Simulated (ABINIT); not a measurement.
Runs of ABINIT 10.8.3 (patched build) on Mg. It takes space group P6_3/mmc (No. 194, hexagonal). The conventional cell has a = 3.177 Å, b = 3.177 Å, c = 10.319 Å, α = 90.00°, β = 90.00°, γ = 120.00°. Mg (site symmetry -6m2) has 12 Mg at 3.17 to 3.18 Å as nearest neighbours. Around Mg (site symmetry -3m) lie 12 Mg at 3.17 to 3.18 Å. 

```tsv
task	level	k mesh	gap on the mesh (eV)	pressure (GPa)
single point	PBEsol	13 × 13 × 4	none	-0.3
band structure	rPW86PBE	10 × 10 × 3	none	0.2
single point	PBE	13 × 13 × 4	none	(a)
band structure	SOGGA	10 × 10 × 3	none	-0.3
band structure	BLYP	10 × 10 × 3	none	1.3
```

Alike in all rows: potentials or basis JTH PAW PBE v2.0; no spin polarisation; cell as given; cutoff (eV) 517; smearing fermi-dirac 0.05 eV.

Question: Fill in the values left out.

Answer: (a) 0.4.

Caveats: the PAW data sets were made with another functional, which shifts forces and pressure a little (some runs).

A gap of «none» marks a metal or a gap under the smearing width.
